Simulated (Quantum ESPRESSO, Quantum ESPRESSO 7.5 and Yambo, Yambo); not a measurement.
## BaS (Fm-3m): G0W0 on several meshes in Yambo

Aim: the GW shift of BaS (Fm-3m) against the k mesh.

Method: PBE and many-body steps on it, plane waves, in Quantum ESPRESSO 7.5 and Yambo 5.3.0.

### Step 1. Set-up

It takes space group Fm-3m (No. 225, cubic). Conventional cell: a = 6.388 Å, b = 6.388 Å, c = 6.388 Å, α = 90.00°, β = 90.00°, γ = 90.00°. Nearest to Ba lie 6 S at 3.19 Å. S has 6 Ba at 3.19 Å nearest. Farther neighbours and most contacts between anions are not listed.

The cell and positions come from the Crystallography Open Database and are kept as given unless a step says otherwise. Spin-orbit coupling is left out unless a step names it.

### Step 2. Empty states on the mesh, 4×4×4 mesh, 776 bands

This step: Quantum ESPRESSO 7.5; DFT, PBE, plane waves, norm-conserving pseudopotentials.

The sums over transitions need many empty states on a uniform mesh; this step solves for them.

Input file pw.in:

```
&control
  calculation = 'nscf'
  prefix = 'x'
  outdir = 'o'
  pseudo_dir = 'pseudo'
/
&system
  ibrav = 0
  nat = 2
  ntyp = 2
  ecutwfc = 40.0
  nbnd = 776
  force_symmorphic = .true.
/
&electrons
  conv_thr = 1e-9
  electron_maxstep = 80
  diago_full_acc = .true.
  diago_thr_init = 5e-6
/
ATOMIC_SPECIES
  Ba 137.33 Ba.upf
  S 32.06 S.upf
CELL_PARAMETERS angstrom
  0.0000000000 3.1937500000 3.1937500000
  3.1937500000 0.0000000000 3.1937500000
  3.1937500000 3.1937500000 0.0000000000
ATOMIC_POSITIONS crystal
  Ba 0.0000000000 0.0000000000 0.0000000000
  S 0.5000000000 0.5000000000 0.5000000000
K_POINTS automatic
  4 4 4 0 0 0
```

Command:

```
> OMP_NUM_THREADS=1 mpirun -n 4 pw.x -nk 4 -in pw.in > pw.out
```

Log:

```text
Program PWSCF v.7.5 starts

     This program is part of the open-source Quantum ESPRESSO suite
     for quantum simulation of materials; please cite
         "P. Giannozzi et al., J. Phys.:Condens. Matter 21 395502 (2009);
         "P. Giannozzi et al., J. Phys.:Condens. Matter 29 465901 (2017);
         "P. Giannozzi et al., J. Chem. Phys. 152 154105 (2020);
     in publications or presentations arising from this work. More details at

     Atomic positions and unit cell read from directory:
     o/x.save/

     Message from routine setup:
[...]
k =-0.3536-0.3536 0.3536 (  1892 PWs)   bands (ev):

[...]
[... 85 further rows ...]
   290.0477 290.0477 290.3738 290.5224 290.5224 290.9855 290.9855 293.1210
   293.1210 293.3423 293.3758 293.4953 293.4953 293.8022 294.1261 294.1261

          k = 0.3536 0.0000 0.0000 (  1876 PWs)   bands (ev):

     [... further k-points ...]

     highest occupied, lowest unoccupied level (ev):     5.8941    8.0404

     XML data file, pseudopotentials, collected wavefunctions

=------------------------------------------------------------------------------=
   JOB DONE.
=------------------------------------------------------------------------------=
```

The job ended after 1.9 min (4 MPI ranks of Arm Neoverse V1, shared host; peak memory 1.1 GiB).

Numbers from this step:

```
gap                                                           : 2.146 eV
k of the valence top                                          : 0, 0, 0
k of the conduction bottom                                    : 0, -0.5, -0.5
least direct gap                                              : 2.272 eV
k points computed                                             : 8
lowest point of the top converged band, above the valence top : 287.0837 eV
```

On this mesh the gap is 2.146 eV.

The density comes from a self-consistent run that is not shown.

### Step 3. Conversion and set-up

This step: Yambo 5.3.0; conversion and set-up on PBE, plane waves, norm-conserving pseudopotentials.

The states are converted to the many-body program's format and the q mesh is built.

Command:

```
> (cd o/x.save; p2y > p2y.log; mv SAVE ../..); yambo > setup.log
```

Log:

```text
 Yambo, version 5.3.0

 [02] CORE Variables Setup
 =========================

  [02.01] Unit cells
  ==================

  Cell kind             :  FCC
  Atoms in the cell     :  Ba  S
  number of Ba atoms    :  1
  number of S  atoms    :  1

  List of atomic masses
  Mass of Ba    :  137.3300
  Mass of S     :  32.06000

  List of atomic coordinates    : [cc]
  Ba1       :  0.000000  0.000000  0.000000  order 1
  S1       :  6.035313  6.035313  6.035313  order 2

  Alat factors          :  6.035313  6.035313  6.035313 [a.u.]
  Direct lattice volume :  439.6725 [a.u.]
[...]
==========================================

 IBZ Q-points                                      :   8
 BZ  Q-points                                      :   64

 K/Q-points units:
 rlu = crystal or reduced units; cc = cartesian coordinates; iku = interal k-units

 Q [1]          [rlu]:  0.000000  0.000000  0.000000
 Q [2]          [rlu]:  0.74313E-17  0.74313E-17  0.25000
 Q [3]          [rlu]: -0.14863E-16 -0.14863E-16 -0.50000
[...]
Q [7]          [rlu]: -0.14898E-16 -0.50000     -0.50000
 Q [8]          [rlu]:  0.250000 -0.500000 -0.250000

  [03.01] X indexes
  =================

   [03.01.01] Sigma indexes
   ========================

 [06] Game Over & Game summary
```

The job ended after 2.2 s (1 MPI rank; peak memory 0.24 GiB).

### Step 4. 4×4×4

Now the one-shot GW correction: screening in the RPA, then the self-energy of the levels asked for.

This step: G0W0 on PBE, plane waves, norm-conserving pseudopotentials.

Input file gw2.in:

```
HF_and_locXC
gw0
dyson
ppa
em1d
rim_cut
RandQpts= 1000000
RandGvec= 1 RL
EXXRLvcs= 40 Ry
VXCRLvcs= 160 Ry
Chimod= "HARTREE"
% BndsRnXp
 1 | 321 |
%
NGsBlkXp= 17 Ry
% LongDrXp
 1 | 1 | 1 |
%
% GbndRnge
 1 | 321 |
%
DysSolver= "n"
ExtendOut
PPAPntXp= 27.21138 eV
% QPkrange
 1 | 1 | 7 | 10 |
 7 | 7 | 7 | 10 |
%
```

Command:

```
> OMP_NUM_THREADS=1 mpirun -n 4 yambo -F gw2.in -J gw2 -C gw2 > gw2.log
```

Log:

```text
 Yambo, version 5.3.0

 [02] CORE Variables Setup
 =========================

  [... cell, symmetries and grids as in the set-up ...]

  [02.05] Energies & Occupations
  ==============================

  [X] === General ===
  [X] Electronic Temperature                        :  0.000000  0.000000 [eV K]
  [X] Bosonic    Temperature                        :  0.000000  0.000000 [eV K]
  [X] Finite Temperature mode                       : no
  [X] El. density                                   :  0.24558E+24 [cm-3]
  [X] Fermi Level                                   :  5.894091 [eV]

  [X] === Gaps and Widths ===
  [X] Conduction Band Min                           :  2.146280 [eV]
  [X] Valence Band Max                              :  0.000000 [eV]
  [X] Filled Bands                                  :   8
  [X] Empty Bands                                   :     9   776
  [X] Direct Gap                                    :  2.272370 [eV]
  [X] Direct Gap localized at k                     :   7
  [X] Indirect Gap                                  :  2.146280 [eV]
  [X] Indirect Gap between kpts                     :   1   7
  [X] Last valence band width                       :  1.057937 [eV]
  [X] 1st conduction band width                     :  3.430145 [eV]

 [03] Transferred momenta grid and indexing
 ==========================================

 IBZ Q-points                                      :   8
 BZ  Q-points                                      :   64

 K/Q-points units:
 rlu = crystal or reduced units; cc = cartesian coordinates; iku = interal k-units

 Q [1]          [rlu]:  0.000000  0.000000  0.000000
 Q [2]          [rlu]:  0.74313E-17  0.74313E-17  0.25000
 Q [3]          [rlu]: -0.14863E-16 -0.14863E-16 -0.50000
 Q [4]          [rlu]:  0.74488E-17  0.25000      0.25000
 Q [5]          [rlu]:  0.16929E-16  0.25000      0.50000
 Q [6]          [rlu]: -0.14863E-16  0.25000     -0.25000
 Q [7]          [rlu]: -0.14898E-16 -0.50000     -0.50000
 Q [8]          [rlu]:  0.250000 -0.500000 -0.250000

 [04] Coloumb potential Random Integration (RIM)
 ===============================================

  [04.01] RIM initialization
  ==========================

  * Diagonal components only detected *

  8 x (sBL volume)        :  0.070521 [a.u.]
  sBZ random points       :  1000000
  Points outside the sBZ  :   7987327
  RL volume               :  0.564170 [a.u.]
  Integrated volume       :  0.565065 [a.u.]

  [04.02] RIM integrals
  =====================

  Gamma point sphere radius             :  0.074942 [a.u.]
  Points outside the sphere             :   799513
  [Int_sBZ(q=0) 1/q^2]*(Vol_sBZ)^(-1/3) =:  7.764325
                                 should be <:  7.795600

  Summary of Coulomb integrals for non-metallic bands |Q|[au] RIM/Bare

  Q [1] 0.100000E-4 0.995988 * Q [2] 0.225398 1.066654
  Q [4] 0.260268 1.065697 * Q [6] 0.368074 1.027401
  Q [5] 0.431605 1.020783 * Q [3] 0.450797 1.018057
  Q [7] 0.520535 1.014668 * Q [8] 0.581976 1.011636

 [WARNING] [Xp] User bands 1-321 break level degeneracy

 [05] Dipoles
 ============

  [05.01] Setup: observables and procedures
  =========================================

 [06] Dynamic Dielectric Matrix (PPA)
 ====================================

 [WR./gw2//ndb.pp]---------------------------------------------------------------
  Brillouin Zone Q/K grids (IBZ/BZ)                :    8   64    8   64
  RL vectors                                       :  2421 [WF]
  Coulomb cutoff potential                         : none
  Electronic Temperature                           :  0.000000 [K]
  Bosonic    Temperature                           :  0.000000 [K]
  PPA    diel. fun.  energies                      : Perdew, Burke & Ernzerhof(X)+Perdew, Burke & Ernzerhof(C)
  wavefunctions                                    : Perdew, Burke & Ernzerhof(X)+Perdew, Burke & Ernzerhof(C)
  Global Gauge                                     : length
  X matrix size                                    :   537
  X band range                                     :     1   321
  X e/h energy range                               : -1.000000 -1.000000 [eV]
  X Time ordering                                  : R
  X Hxc Kernel                                     : HARTREE
  X Drude frequency                                :  0.000000  0.000000
  X poles                                          :  100.0000 [o/o]
  RL vectors in the sum                            :  2421
  [r,Vnl] included                                 : yes
  Field direction                                  :  0.577350E-5  0.577350E-5  0.577350E-5
  BZ energy Double Grid                            : no
  BZ energy DbGd points                            : 0
  BZ Q point size factor                           : -1.000000
  X Optical Averaged directions                    : none

 [07] Local Exchange-Correlation + Non-Local Fock
 ================================================

 [VXC] Plane waves :  15065
 [EXS] Plane waves :  1917

 QP @ state[ 1 ] K range:  1  1
 QP @ state[ 1 ] b range:   7  10
 QP @ state[ 2 ] K range:   7   7
 QP @ state[ 2 ] b range:   7  10

 [xc] Functional : Perdew, Burke & Ernzerhof(X)+Perdew, Burke & Ernzerhof(C)
 [xc] LIBXC used to calculate xc functional
  PP Number of Atomic Species                      :  2
  NLCC RL compoments                               :  15065
  PP Number of Atomic Species                      :  2
  NLCC RL compoments                               :  15065

 [xc] E_xc :  -6.043476 [Ha]
      E_xc :  -12.08695 [Ry]

  Local XC kind (lXC) : Perdew, Burke & Ernzerhof(X)+Perdew, Burke & Ernzerhof(C)
  Non-Local XC kind (nlXC) : Hartree-Fock

  Corrections @ K [1] :  [eV]
 <7|nlXC|7> = -15.67960 -0.14091E-16 <7|lXC|7> = -12.60175  0.94410E-16
 <8|nlXC|8> = -15.67957  0.41128E-17 <8|lXC|8> = -12.60175 -0.94409E-16
 <9|nlXC|9> = -4.019332 -0.29766E-18 <9|lXC|9> = -7.958255 -0.18880E-15
 <10|nlXC|10> = -4.535708 -0.13588E-18 <10|lXC|10> = -8.922664 -0.94415E-16

  Corrections @ K [7] :  [eV]
 <7|nlXC|7> = -15.67192  0.58859E-17 <7|lXC|7> = -12.53318 -0.94404E-16
 <8|nlXC|8> = -15.67182  0.13074E-16 <8|lXC|8> = -12.53318  0.23602E-15
 <9|nlXC|9> = -4.204415 -0.32881E-17 <9|lXC|9> = -7.957322  0.94416E-16
 <10|nlXC|10> = -6.058089  0.10120E-17 <10|lXC|10> = -10.95390 -0.94408E-16

 [08] Dyson equation: Newton solver
 ==================================

  [08.01] G0W0 (W PPA)
  ====================

  [  GW  ] Bands range     :     1   321
  [GW/PPA] G damping       :  0.100000 [eV]

  QP @ state[ 1 ] K range:  1  1
  QP @ state[ 1 ] b range:   7  10
  QP @ state[ 2 ] K range:   7   7
  QP @ state[ 2 ] b range:   7  10

   Sc/G bands                                       :     1   321
   Sc/G damping                                     :  0.100000 ev
   Sc bands terminator                              : no
   Sx RL components                                 :  1917

   QP @ state[ 1 ] K range                          :  1  1
   QP @ state[ 1 ] b range                          :   7  10
   QP @ state[ 2 ] K range                          :   7   7
   QP @ state[ 2 ] b range                          :   7  10
   GF energies kind                                 : Perdew, Burke & Ernzerhof(X)+Perdew, Burke & Ernzerhof(C)
   GF WF`s kind                                     : Perdew, Burke & Ernzerhof(X)+Perdew, Burke & Ernzerhof(C)
   Xs energies kind                                 : Perdew, Burke & Ernzerhof(X)+Perdew, Burke & Ernzerhof(C)
   Xs WF`s kind                                     : Perdew, Burke & Ernzerhof(X)+Perdew, Burke & Ernzerhof(C)

 [11] Game Over & Game summary
```

Elapsed: 9.4 min, on 4 MPI ranks; peak memory 1.7 GiB.

Numbers from this step:

```yaml
g0w0_gap_on_the_points_computed: 3.652 eV
starting_gap_on_the_mesh: 2.146 eV
k_of_the_valence_top: 0, 0, 0
k_of_the_conduction_bottom: 0, -0.5, -0.5
least_direct_g0w0_gap_on_the_computed_points: 3.795 eV
z_at_the_valence_top: 0.7893
z_at_the_conduction_bottom: 0.8331
```

The gap on the mesh goes from 2.15 eV to 3.65 eV, a correction of +1.51 eV.

### Step 5. Empty states on the mesh, 2×2×2 mesh, 321 bands

This step: Quantum ESPRESSO 7.5; DFT, PBE, plane waves, norm-conserving pseudopotentials.

pw.in, as its differences from that of step 2:

```diff
@@ -11,3 +11,3 @@
   ecutwfc = 40.0
-  nbnd = 776
+  nbnd = 321
   force_symmorphic = .true.
@@ -31,2 +31,2 @@
 K_POINTS automatic
-  4 4 4 0 0 0
+  2 2 2 0 0 0
```

Command:

```
> OMP_NUM_THREADS=1 mpirun -n 4 pw.x -nk 4 -in pw.in > pw.out
```

Log:

```text
[banner, memory and clock lines left out]
Program PWSCF v.7.5 starts

     Atomic positions and unit cell read from directory:
     o/x.save/

     Message from routine setup:
     using ibrav=0 with symmetry is DISCOURAGED, use correct ibrav instead

     Message from routine divide_et_impera:
     suboptimal parallelization: some nodes have no k-points

     G-vector sticks info

     bravais-lattice index     =            0
     lattice parameter (alat)  =       8.5352  a.u.
     unit-cell volume          =     439.6725 (a.u.)^3
     number of atoms/cell      =            2
[...]
[... 29 further rows ...]
[...]
158.9844

          k =-0.3536-0.3536 0.3536 (  1892 PWs)   bands (ev):

[...]
[... 29 further rows ...]
[...]
160.2853

          k =-0.7071 0.0000 0.0000 (  1868 PWs)   bands (ev):

[...]
56.6651  57.2453  57.9063  57.9063  59.7452  59.7452  60.0862  60.1208
     [... 29 further rows ...]
   158.5523 159.4721 159.4721 160.1466 160.1466 160.9151 160.9151 161.1811
   161.4399

     highest occupied, lowest unoccupied level (ev):     5.8941    8.0404

     XML data file, pseudopotentials, collected wavefunctions
```

Elapsed: 11 s, on 4 MPI ranks; peak memory 0.36 GiB.

Numbers from this step:

```
gap                                                           : 2.146 eV
k of the valence top                                          : 0, 0, 0
k of the conduction bottom                                    : 0, -0.5, -0.5
least direct gap                                              : 2.272 eV
k points computed                                             : 3
lowest point of the top converged band, above the valence top : 153.0903 eV
```

On this mesh the gap is 2.146 eV.

[end of part 1 of 2]

[Paths, hosts, dates, memory and timing lines, banners, echoed tables and standing remarks are left out of the program output.]

[Logs are printed without paths, hosts, clocks, repeated set-up lines and the standing remarks that a program may print on its own settings, such as how far it seeks lower states.]

[Runs of the session that timed out or met a known fault of the program may be left out.]

[Hosts, paths, dates, database ids (printed as entryN), source tags and the programs' standing remarks are cut or masked in the printed files.]
